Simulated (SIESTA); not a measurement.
Crystal: Bi2Se3 (Paraguanajuatite).

```xyz
5
Lattice="2.0715 1.1960 9.5453 -2.0715 1.1960 9.5453 0.0000 -2.3920 9.5453" Properties=species:S:1:pos:R:3 pbc="T T T"
Bi    0.0000    0.0000   17.1587
Bi    0.0000    0.0000   11.4773
Se    0.0000    0.0000   22.5738
Se    0.0000    0.0000    6.0622
Se    0.0000    0.0000    0.0000
```

Base run:

* Program: SIESTA 5.4.2
* Functional: PBEsol
* Potentials or basis: PseudoDojo 0.4 standard (PBEsol files, fully relativistic)
* Basis: DZP (energy shift 0.002 Ry)
* Grid cutoff: 500 Ry
* Energy shift: 0.002 Ry
* k mesh: 6 × 6 × 6
* Occupations: fermi-dirac, width 0.05 eV
* Spin: non-collinear spin, zero start, spin-orbit coupling
* Starting moments: [[0.0, 0.0, 0.0], [0.0, 0.0, 0.0], [0.0, 0.0, 0.0], [0.0, 0.0, 0.0], [0.0, 0.0, 0.0]] μB

Its results: band gap on the k mesh 0.30 eV, indirect (least direct gap 0.32 eV); pressure 2.1 GPa; net moment 0.00 μB per cell; largest force 0.566 eV/Å.

**Question.** The run is repeated on the same cell with these changes: functional from PBEsol to PBE; potentials or basis from PseudoDojo 0.4 standard (PBEsol files, fully relativistic) to PseudoDojo 0.4 standard (PBE files, fully relativistic). What comes out?

**Answer.** Band gap on the k mesh 0.28 eV, direct; pressure 5.0 GPa; net moment 0.00 μB per cell; largest force 0.673 eV/Å.

Caveats: semicore shells carry a single zeta, which can move pressures by several GPa and volumes by a few percent; the basis of atomic orbitals isn't converged, which shifts pressures, moduli and gaps.

Not every run made on this cell is shown here.
